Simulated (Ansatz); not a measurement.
# SnSe (Fm-3m) in Ansatz: settings compared, part 2 of 2

Ansatz 0.2.0. The steps go on from the part before.

**4. Phonons, PBEsol**

The input, input.yaml:

```yaml
crystal:
  lattice:
    - [0.0, 3.01, 3.01]
    - [3.01, 0.0, 3.01]
    - [3.01, 3.01, 0.0]
  atoms:
    - { symbol: Sn, position: [0.0, 0.0, 0.0] }
    - { symbol: Se, position: [0.5, 0.5, 0.5] }
hamiltonian:
  xc: pbesol
  pseudopotentials: { kind: paw }
kpoints:
  mp_grid: { grid: [6, 6, 6] }
scf:
  occupations: { method: fixed }
phonons:
  method: dfpt
  dielectric: true
  rigid_motions: translations
  qmesh: [2, 2, 2]
  temperatures: { t_max: 1000, t_step: 100 }
  qpath:
    path:
      - [[0.0, 0.0, 0.0], [0.5, 0.0, 0.5], [0.5, 0.25, 0.75], [0.375, 0.375, 0.75], [0.0, 0.0, 0.0], [0.5, 0.5, 0.5], [0.625, 0.25, 0.625], [0.5, 0.25, 0.75], [0.5, 0.5, 0.5], [0.375, 0.375, 0.75]]
      - [[0.625, 0.25, 0.625], [0.5, 0.0, 0.5]]
    npoints: 8
```

Potentials or basis: Ansatz PAW.

On the command line:

```
> ansatz run input.yaml --threads 2 --pin off --max-ram 5632MiB --backend cpu --events-out ev --progress --plain --runs-dir out
```

Standard output:

```text
Warning: RAYON_NUM_THREADS=2 ignored (pool sized by the plan → 2); use --threads N
Engine: ansatz 0.2.0, x86_64-unknown-linux-gnu
Pseudopotentials: kind: paw
Pseudopotential: Sn, paw, valence charge 14, recommended cutoff 420 eV (normal), Sn.paw.azcp
Pseudopotential: Se, paw, valence charge 16, recommended cutoff 420 eV (normal), Se.paw.azcp
Functional definition: PBEsol
  exchange = pbesol_x
  correlation = pbesol_c
Crystal: 2 atoms, lattice volume = 54.542 Å³
Basis set: ecut = 420 eV, 1067 PW (Γ), exchange–correlation on 60×60×60 points (8 copies of the dense FFT grid, shifted against one another)
Bands: 19, of which v1, the nominal top of the filled ones, is band 15 counted from 1 (14 counted from 0)
Symmetry: 48 space group operations
k-points: 30 of 216 (irreducible under 8 space group operations, time reversal used)
Non-local potential: Sn, projectors of the file, l = 0: 2, l = 1: 2, l = 2: 2, l = 3: 2
Non-local potential: Se, projectors of the file, l = 0: 2, l = 1: 2, l = 2: 3, l = 3: 1
PAW form: soft (Blöchl's): semilocal exchange-correlation on the pseudo side does not see the compensation charge
PAW frozen core: Sn, regenerated for the run's functional, and the local potential with it (the file was generated under x = pbe(κ = 0.804, μ = 0.2195149727645171), c = pbe(β = 0.06672455060314922))
PAW frozen core: Se, regenerated for the run's functional, and the local potential with it (the file was generated under x = pbe(κ = 0.804, μ = 0.2195149727645171), c = pbe(β = 0.06672455060314922))
PAW one-centre angular grid: Sn, 590 points (default); XC on 64 Gauss nodes
[... 79 lines left out ...]
        -0.00000    6.01995   -0.00000
        -0.00000   -0.00000    6.01995
    site 1:
        -6.01995    0.00000   -0.00000
         0.00000   -6.01995    0.00000
         0.00000    0.00000   -6.01995
  Z* charge neutrality: 1.114e-2 e pre-enforcement
  solved inside a basis spanned on kpoints, on 18×18×18 k-points, which do not settle them: ε∞ is read to err by 8.8e3, Z* by 4.3e2 e (field_mesh: kpoints solves on kpoints); Z* is corrected for what the basis lacks
  optical modes at Γ without the LO–TO term, one row a degenerate level:
      ω (cm⁻¹)  modes    IR ((D/Å)²/amu)
        -19.75      3            52.8907
  optical modes at Γ + LO–TO along q̂ = [1.0000, 0.0000, 0.0000]:
      ω (cm⁻¹)  modes    IR ((D/Å)²/amu)
        -19.75      2            35.2604
         71.82      1            17.6302
  optical modes at Γ + LO–TO along q̂ = [0.0000, 1.0000, 0.0000]:
      ω (cm⁻¹)  modes    IR ((D/Å)²/amu)
        -19.75      2            35.2604
         71.82      1            17.6302
  optical modes at Γ + LO–TO along q̂ = [0.0000, 0.0000, 1.0000]:
      ω (cm⁻¹)  modes    IR ((D/Å)²/amu)
        -19.75      2            35.2604
         71.82      1            17.6302
--- Phonons (arbitrary-q DFPT): 3 irreducible q on the 2×2×2 mesh ---
  q = [0.0000, 0.0000, 0.0000] (star 1, of the zone-centre solve; hermiticity 3.57e-4, symmetrization 6.25e-11): -19.75 -19.75 -19.75 -0.00 -0.00 -0.00
  q = [0.0000, 0.0000, -0.5000] (star 4, 2 solved perturbations on 68 of 216 k-point pairs; hermiticity 2.47e-13, symmetrization 2.50e-12): 68.93 68.93 119.06 119.06 126.80 134.47
  q = [0.0000, -0.5000, -0.5000] (star 3, 4 solved perturbations in 152 linear systems a pass and spin channel, the states on 46 of 216 k-point pairs; hermiticity 1.50e-5, symmetrization 2.70e-12): 42.04 42.04 46.14 69.86 69.86 84.02
  sum rule: each row above includes the acoustic sum rule's correction from the zone centre's row sums; it moved no ω² by more than (0.27 cm⁻¹)²
  mesh force constants: q→R imaginary residual 6.54e-18; ASR residual 2.044e-5 → 0.000e0 eV/Å²; symmetrization residual 2.220e-15 eV/Å²
  interpolated dispersion: 83 rows × 6 modes
  density of states and harmonic sums: on the 18×18×18 q-mesh, interpolated from the force constants of a 2×2×2 supercell (with the dipole–dipole term)
  largest difference from the sums on the solved wave vectors: F 1.40e-1 eV, S 2.04e-4 and C_V 6.43e-5 eV/K
  zero-point energy: 0.030966 eV/cell   skipped modes (ω ≤ 0): 8, of them read as no rigid motion or as one in doubt: 5 (3.258e-3 modes/cell left out, lowest -19.75 cm⁻¹)   left out of the sums: 6.29e-4 of the cell's modes: C_V's classical limit lies that fraction below 3 k_B per atom; for a crystal, a wire or a layer, F and S can be off by more, and a phonons.interpolated_qmesh denser along its periods is the remedy for the sampling
```

optical_modes.tsv:

```text
# format = ansatz-optical-modes/1
# cell_volume_ang3 = 5.454180199999999e1
[... 8 lines left out ...]
0e0	1e0	0e0	-1.97532152391569e1	2	3.526044431761822e1	7.641798668845037e-1	-1.5047545021622407e-18	5.875438394137193e-19	2.96302769792776e-36	-9.961051057900586e-30	7.641798668845031e-1
0e0	1e0	0e0	7.181576817274077e1	1	1.7630222158809104e1	5.140421286319366e-36	-1.9819703464759e-18	5.330170330362328e-36	7.641798668845031e-1	-2.055131077400073e-18	5.526923605714316e-36
0e0	0e0	1e0	-1.9753215239156898e1	2	3.526044431761822e1	7.641798668845037e-1	-3.486724848638141e-18	-5.87077904568824e-19	7.641798668845031e-1	-1.4679823514160061e-18	3.271000399804537e-36
0e0	0e0	1e0	7.181576817274077e1	1	1.7630222158809104e1	1.8055124208671704e-36	-9.025082988632712e-37	1.1746217439825433e-18	4.511302276867576e-37	-5.871495868526538e-19	7.641798668845031e-1
```

Wall time 65 s (2 threads of Intel Xeon 6975P-C (Granite Rapids), shared host); peak memory 1.9 GiB.

What came out:

```
Free energy                                        : -11374.8690 eV
Band gap on the k mesh                             : 0.64 eV, direct
Highest phonon frequency, LO-TO splitting left out : 134 cm⁻¹
```

Phonon frequencies in cm⁻¹ (negative: imaginary):
| q point | frequencies |
| --- | --- |
| (0.000, 0.000, 0.000) | -20 -20 -20 0 0 0 |
| (0.000, 0.000, -0.500) | 69 69 119 119 127 134 |
| (0.000, -0.500, -0.500) | 42 42 46 70 70 84 |

Caveat: some modes are imaginary; spin-orbit coupling is left out, which moves the levels of the heavy elements; the q mesh is small, so phonon branches between its points and thermal values are rough; the PAW data sets come from PBE, with cores solved anew for the run's functional, which leaves a small shift of forces and pressure.

**5. Elastic constants, PBEsol**

The input, input.yaml:

```yaml
crystal:
  lattice:
    - [0.0, 3.01, 3.01]
    - [3.01, 0.0, 3.01]
    - [3.01, 3.01, 0.0]
  atoms:
    - { symbol: Sn, position: [0.0, 0.0, 0.0] }
    - { symbol: Se, position: [0.5, 0.5, 0.5] }
hamiltonian:
  xc: pbesol
  pseudopotentials: { kind: paw }
kpoints:
  mp_grid: { grid: [6, 6, 6] }
scf:
  occupations: { method: fixed }
output:
  forces: true
  stress: true
elastic:
  mode: relaxed_ion
  stencil: two_point
```

On the command line:

```
> ansatz run input.yaml --threads 2 --pin off --max-ram 5632MiB --backend cpu --events-out ev --progress --plain --runs-dir out
```

Run time: 3.1 s. Hardware: 2 threads of Intel Xeon 6975P-C (Granite Rapids), shared host; peak memory 0.43 GiB.

Results (log left out):

| Quantity | Value |
| --- | --- |
| Free energy | -11374.8690 eV |
| Pressure | -2.3 GPa |
| Band gap on the k mesh | 0.64 eV, direct |
| Elastic constants C11, C12, C44 | 122, 9, 19 GPa |
| Voigt bulk modulus | 47 GPa |

Levels at points of the mesh, in eV from the valence-band top:
```tsv
k point	band 11	band 12	band 13	band 14	band 15	band 16	band 17	band 18	band 19
(0.00, 0.00, 0.00)	-13.81	-5.03	-2.11	-2.11	-2.11	4.37	4.37	4.37	5.90
(0.00, 0.00, -0.50)	-12.87	-7.99	-1.86	-1.86	0.00	0.64	1.30	1.30	8.20
(0.00, -0.50, -0.50)	-12.59	-5.95	-5.42	-3.56	-3.56	3.01	5.40	5.40	6.00
```

Elastic tensor in Voigt notation (GPa, in the Cartesian axes of the cell as first typed):
```
122   9   9   0   0   0
  9 122   9   0   0   0
  9   9 122   0   0   0
  0   0   0  19   0   0
  0   0   0   0  19   0
  0   0   0   0   0  19
```

Caveat: spin-orbit coupling is left out, which moves the levels of the heavy elements; the PAW data sets come from PBE, with cores solved anew for the run's functional, which leaves a small shift of forces and pressure.

**6. Summary**

```csv
task,level,k mesh,atoms under strain,q mesh,points for each segment of the path,gap on the mesh (eV),pressure (GPa)
elastic constants,PBE,6 × 6 × 6,relaxed,-,-,0.58,0.6
Born charges,PBE,8 × 8 × 8,-,-,-,0.58,-
phonons,PBEsol,6 × 6 × 6,-,2 × 2 × 2,8,0.64,-
elastic constants,PBEsol,6 × 6 × 6,relaxed,-,-,0.64,-2.3
```

Alike in all rows: potentials or basis Ansatz PAW; no spin polarisation; cell as given; cutoff (eV) 420; smearing fixed.

On the cell as given the gap runs from 0.58 eV (PBE) to 0.64 eV (PBEsol); the meshes differ, which moves gaps too.

Caveats: spin-orbit coupling is left out, which moves the levels of the heavy elements; the PAW data sets come from PBE, with cores solved anew for the run's functional, which leaves a small shift of forces and pressure (some runs); some modes are imaginary (some runs).

Total energies depend on the potentials used, so only differences within one code and one set of settings carry meaning.
